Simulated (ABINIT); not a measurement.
## Quasiparticle gap of LiCl (Fm-3m) in ABINIT

How does a plane-wave GW calculation on LiCl (Fm-3m) run from the first input to the gap?

Main program and level: ABINIT 10.8.3; PBE and many-body steps on it, plane waves.

## 1. The structure

It takes space group Fm-3m (No. 225, cubic). Conventional cell: a = 5.143 Å, b = 5.143 Å, c = 5.143 Å, α = 90.00°, β = 90.00°, γ = 90.00°. Nearest to Li lie 6 Cl at 2.57 Å. Nearest to Cl lie 6 Li at 2.57 Å. Farther neighbours and most contacts between anions are not listed.

The cell and positions come from the Crystallography Open Database and are kept as given unless a step says otherwise.

## 2. Ground state

This step: ABINIT 10.8.3; DFT, PBE, plane waves, norm-conserving pseudopotentials.

The ground-state density comes first.

File run.abi:

```
acell 3*1.0 Angstrom
rprim 
  0.000000000000 2.571500000000 2.571500000000
  2.571500000000 0.000000000000 2.571500000000
  2.571500000000 2.571500000000 -0.000000000000
ntypat 2
znucl 3 17
natom 2
typat 1 2
xred 
  0.000000000000 0.000000000000 0.000000000000
  0.500000000000 0.500000000000 0.500000000000
pp_dirpath "pseudos"
pseudos "Li.upf, Cl.upf"
ecut 33
ngkpt 8 8 8
nshiftk 1
shiftk 0 0 0
kptopt 1
chksymbreak 0
nband 10
occopt 1
tolvrs 1e-10
nstep 60
prtwf 0
optforces 0
optstress 0
indata_prefix "in"
outdata_prefix "out"
tmpdata_prefix "tmp"
```

Command:

```console
$ OMP_NUM_THREADS=1 mpirun -n 8 abinit run.abi > log
```

Numbers of over 12 decimals in the logs are rounded to 6 here.

The log of the run:

```text
.Version 10.8.3 of ABINIT. v10.8.2 released Aug 2026.

 Symmetries : space group Fm -3 m (#225); Bravais cF (face-center cubic)
================================================================================
 Values of the parameters that define the memory need of the present run
     intxc =       0    ionmov =       0      iscf =       7    lmnmax =       6
     lnmax =       6     mgfft =      36  mpssoang =       3    mqgrid =    3001
     natom =       2  nloc_mem =       1    nspden =       1   nspinor =       1
    nsppol =       1      nsym =      48    n1xccc =    2501    ntypat =       2
    occopt =       1   xclevel =       2
-    mband =          10        mffmem =           1         mkmem =           4
       mpw =        2120          nfft =       46656          nkpt =          29
================================================================================
  Rough estimation (10% accuracy) of disk space for files :
================================================================================

--------------------------------------------------------------------------------
------------- Echo of variables that govern the present computation ------------
--------------------------------------------------------------------------------
 -outvars: echo values of preprocessed input variables --------
            acell      1.8897261259E+00  1.8897261259E+00  1.8897261259E+00 Bohr

      chksymbreak           0
             ecut      3.30000000E+01 Hartree
-          fftalg         312

              ixc     -101130
              kpt      0.00000000E+00  0.00000000E+00  0.00000000E+00
                       1.25000000E-01  0.00000000E+00  0.00000000E+00
                       2.50000000E-01  0.00000000E+00  0.00000000E+00
                       3.75000000E-01  0.00000000E+00  0.00000000E+00
                       5.00000000E-01  0.00000000E+00  0.00000000E+00
                       1.25000000E-01  1.25000000E-01  0.00000000E+00
                       2.50000000E-01  1.25000000E-01  0.00000000E+00
                       3.75000000E-01  1.25000000E-01  0.00000000E+00
                       5.00000000E-01  1.25000000E-01  0.00000000E+00
   [... 18 further rows ...]
                      -3.75000000E-01  5.00000000E-01  1.25000000E-01
                      -2.50000000E-01  5.00000000E-01  2.50000000E-01
         kptrlatt        8    0    0      0    8    0      0    0    8
          kptrlen      5.49781828E+01
P           mkmem           4
            natom           2
            nband          10
            ngfft          36      36      36
             nkpt          29
            nstep          60
             nsym          48
           ntypat           2
              occ      2.000000  2.000000  2.000000  2.000000  2.000000  0.000000
                       0.000000  0.000000  0.000000  0.000000
        optforces           0
        optstress           0
            prtwf           0
            rprim      0.0000000000E+00  2.5715000000E+00  2.5715000000E+00
[...]
spgroup         225

           tolvrs      1.00000000E-10

             xred      0.0000000000E+00  0.0000000000E+00  0.0000000000E+00
[...]
znucl        3.00000   17.00000

================================================================================

 chkinp: Checking input parameters for consistency.

================================================================================
== DATASET  1 ==================================================================
-   mpi_nproc: 8, omp_nthreads: 1 (-1 if OMP is not activated)

--- !DatasetInfo
iteration_state: {dtset: 1, }
dimensions: {natom: 2, nkpt: 29, mband: 10, nsppol: 1, nspinor: 1, nspden: 1, mpw: 2120, }
cutoff_energies: {ecut:  33.0, pawecutdg:  -1.0, }
electrons: {nelect:   1.00000000E+01, charge:   0.00000000E+00, occopt:   1.00000000E+00, tsmear:   1.00000000E-02, }

 Real(R)+Recip(G) space primitive vectors, cartesian coordinates (Bohr,Bohr^-1):
 R(1)=  0.0000000  4.8594307  4.8594307  G(1)= -0.1028927  0.1028927  0.1028927
 R(2)=  4.8594307  0.0000000  4.8594307  G(2)=  0.1028927 -0.1028927  0.1028927
 R(3)=  4.8594307  4.8594307  0.0000000  G(3)=  0.1028927  0.1028927 -0.1028927
 Unit cell volume ucvol=  2.2950185E+02 bohr^3
 Angles (23,13,12)=  6.00000000E+01  6.00000000E+01  6.00000000E+01 degrees

 getcut: wavevector=  0.0000  0.0000  0.0000  ngfft=  36  36  36
         ecut(hartree)=     33.000   => boxcut(ratio)=   2.02572

--- Pseudopotential description ------------------------------------------------
- Li Generated using ONCVPSP code by D. R. Hamann
-  3.00000   3.00000  171031                  znucl, zion, pspdat
12 -101130 1 -1 1944                          pspcod,pspxc,lmax,lloc,mmax
     nproj     2     2     0
  pspatm : epsatm=    2.74360059
         --- l  ekb(1:nproj) -->
[...]
pspatm: atomic psp has been read  and splines computed

- Cl Generated using ONCVPSP code by D. R. Hamann
- 17.00000   7.00000  171031                  znucl, zion, pspdat
12 -101130 2 -1 1028                          pspcod,pspxc,lmax,lloc,mmax
     nproj     2     2     2
  pspatm : epsatm=    9.12776517
         --- l  ekb(1:nproj) -->
[...]
2   -2.938609   -0.805455
 pspatm: atomic psp has been read  and splines computed

   1.18713658E+02                                ecore*ucvol(ha*bohr**3)
--------------------------------------------------------------------------------

_setup2: Arith. and geom. avg. npw (full set) are    2077.611    2077.588

================================================================================

--- !BeginCycle
iteration_state: {dtset: 1, }
solver: {iscf: 7, nstep: 60, nline: 4, wfoptalg: 0, }
tolerances: {tolvrs: 1.00E-10, }

     iter   Etot(hartree)      deltaE(h)  residm     vres2
 ETOT  1  -23.725085250753    -2.373E+01 5.349E-02 2.825E+01
 ETOT  2  -23.736481926495    -1.140E-02 4.901E-03 2.665E+00
 ETOT  3  -23.736896654719    -4.147E-04 5.779E-04 1.045E-01
 ETOT  4  -23.736901875480    -5.221E-06 3.884E-04 3.541E-03
 ETOT  5  -23.736901999553    -1.241E-07 3.500E-04 3.623E-05
 ETOT  6  -23.736902000918    -1.365E-09 7.767E-05 7.094E-07
 ETOT  7  -23.736902000948    -3.049E-11 1.372E-04 1.184E-08
 ETOT  8  -23.736902000949    -5.294E-13 1.638E-05 2.057E-10
 ETOT  9  -23.736902000950    -6.644E-13 4.847E-05 1.591E-12

 At SCF step    9       vres2   =  1.59E-12 < tolvrs=  1.00E-10 =>converged.

--- !ResultsGS
iteration_state: {dtset: 1, }
comment   : Summary of ground state results
lattice_vectors:
- [  0.0000000,   4.8594307,   4.8594307, ]
- [  4.8594307,   0.0000000,   4.8594307, ]
- [  4.8594307,   4.8594307,  -0.0000000, ]
lattice_lengths: [   6.87227,    6.87227,    6.87227, ]
lattice_angles: [ 60.000,  60.000,  60.000, ] # degrees, (23, 13, 12)
lattice_volume:   2.2950185E+02
convergence: {deltae: -6.644E-13, res2:  1.591E-12, residm:  4.847E-05, diffor:  0.000E+00, }
etotal    :  -2.37369020E+01
entropy   :   0.00000000E+00
fermie    :   7.07449410E-03
cartesian_stress_tensor: null
pressure_GPa: null
xred      :
- [  0.0000E+00,   0.0000E+00,   0.0000E+00, Li]
- [  5.0000E-01,   5.0000E-01,   5.0000E-01, Cl]
cartesian_forces: null
force_length_stats: {min: null, max: null, mean: null, }

 Integrated electronic density in atomic spheres:
 ------------------------------------------------
 Atom  Sphere_radius  Integrated_density
    1        2.00000          2.17088333
    2        2.00000          5.10754524
================================================================================

 ----iterations are completed or convergence reached----

 Mean square residual over all n,k,spin=   19.560E-08; max=  48.473E-06
 reduced coordinates (array xred) for    2 atoms
       0.000000000000      0.000000000000      0.000000000000
       0.500000000000      0.500000000000      0.500000000000
 rms dE/dt=  0.0000E+00; max dE/dt=  0.0000E+00; dE/dt below (all hartree)
    1       0.000000000000      0.000000000000      0.000000000000
    2       0.000000000000      0.000000000000      0.000000000000

 cartesian coordinates (angstrom) at end:
    1      0.000000     0.000000     0.000000
    2      2.571500     2.571500     2.571500
 length scales=  1.889726125908  1.889726125908  1.889726125908 bohr
              =  1.000000000000  1.000000000000  1.000000000000 angstroms
 prteigrs : about to open file out_EIG
 Fermi (or HOMO) energy (hartree) =   0.00707   Average Vxc (hartree)=  -0.32134
 Eigenvalues (hartree) for nkpt=  29  k points:
 kpt#   1, nband= 10, wtk=  0.00195, kpt=  0.0000  0.0000  0.0000 (reduced coord)
  -1.59114   -0.48424    0.00707    0.00707    0.00707    0.23803    0.44044    0.44044
   0.44044    0.53344
 prteigrs : prtvol=0 or 1, do not print more k-points.

--- !EnergyTerms
iteration_state     : {dtset: 1, }
comment             : Components of total free energy in Hartree
kinetic             :  1.08076392581941E+01
hartree             :  3.82436065164392E+00
xc                  : -6.21216049699690E+00
Ewald energy        : -1.60353546846629E+01
psp_core            :  5.17266677756038E-01
local_psp           : -1.42412904835214E+01
non_local_psp       : -2.39736292336241E+00
total_energy        : -2.37369020009496E+01
total_energy_eV     : -6.45914008630839E+02
band_energy         : -4.34374594158830E+00

== END DATASET(S) ==============================================================
================================================================================

 -outvars: echo values of variables after computation  --------
           etotal     -2.3736902001E+01
            nband          10
             nkpt          29
          spgroup         225
 [... the other variables as echoed above ...]

 Calculation completed.
```

It took 4.7 s on 8 MPI ranks of AMD EPYC 7B13 (Zen 3), shared host; peak memory 0.57 GiB.

Numbers from this step:

```yaml
total_energy: -645.9140 eV
gap: 6.285 eV
k_of_the_valence_top: 0, 0, 0
k_of_the_conduction_bottom: 0, 0, 0
least_direct_gap: 6.285 eV
```

The gap is direct, at Γ.

(Continued in part 2 of 3.)

[Paths, hosts, dates, memory and timing lines, banners, echoed tables and standing remarks are left out of the program output.]

[Logs are printed without paths, hosts, clocks, repeated set-up lines and the standing remarks that a program may print on its own settings, such as how far it seeks lower states.]

[Runs of the session that timed out or met a known fault of the program may be left out.]

[Hosts, paths, dates, database ids (printed as entryN), source tags and the programs' standing remarks are cut or masked in the printed files.]

[G0W0 gaps are taken among the corrected bands and points alone; a level outside them can change the order at an edge.]

[Where Ansatz stands beside ABINIT at settings called matched, ABINIT's density can come from a denser mesh and the files from another edition; pairs whose starting gaps differed by over 0.03 eV were left out, so agreement reads better than it is.]
